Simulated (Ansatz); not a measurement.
From the elastic tensor of Te to moduli and sound speeds

Level of theory: DFT PBE, scalar-relativistic, plane waves, PAW in Ansatz. Plane waves to 420 eV; Γ-centred k mesh 12×12×6; Gaussian smearing of 0.01 eV. No spin polarisation.

The structure is trigonal, space group P3_121 (No. 152). The conventional cell has a = 4.519 Å, b = 4.519 Å, c = 5.956 Å, α = 90.00°, β = 90.00°, γ = 120.00°. Te (site symmetry 2) is surrounded by 2 Te at 2.89 Å.

Relaxed-ion constants (GPa, on the Cartesian axes of the calculation):
C11 = 28.2, C12 = 6.7, C13 = 19.3, C14 = 10.3, C22 = 28.2, C23 = 19.3, C24 = -10.3, C33 = 63.0, C44 = 29.0, C55 = 29.0, C56 = 10.3, C66 = 10.8 GPa; the others vanish.

Density 6.035 g/cm³; 3 atoms in 105.32 Å³.

The values that follow are for a polycrystal of randomly turned grains, by Hill's mean where one number stands. In a crystal this anisotropic the Voigt and Reuss bounds lie far apart, so Hill's mean and the sound speeds and Debye temperature from it are rough.

With S = C⁻¹: B_V = (C11+C22+C33+2(C12+C13+C23))/9, G_V = (C11+C22+C33−C12−C13−C23+3(C44+C55+C66))/15, 1/B_R = S11+S22+S33+2(S12+S13+S23), 15/G_R = 4(S11+S22+S33−S12−S13−S23)+3(S44+S55+S66); Hill is their mean. Then v_l = √((B+4G/3)/ρ), v_t = √(G/ρ), v_m = [(2/v_t³+1/v_l³)/3]^(−1/3) and Θ = (ħ/k_B)·v_m·(6π²n/V)^(1/3) for n atoms in the volume V; E = 9BG/(3B+G), ν = (3B−2G)/(2(3B+G)) and A^U = 5G_V/G_R + B_V/B_R − 6.

```json
{"Bulk modulus, Voigt / Reuss / Hill": "23.3 / 17.4 / 20.4 GPa", "Shear modulus, Voigt / Reuss / Hill": "18.7 / 10.4 / 14.5 GPa", "Young's modulus": "35 GPa", "Poisson ratio": "0.212", "Pugh ratio B/G": "1.40", "Universal anisotropy index": "4.35", "Longitudinal and transverse sound speeds": "2567 and 1552 m/s", "Debye temperature from the mean sound speed": "156 K"}
```

Cost: 1 run of about 20 core-minutes, on Intel Xeon Platinum 8375C (Ice Lake) (shared hosts).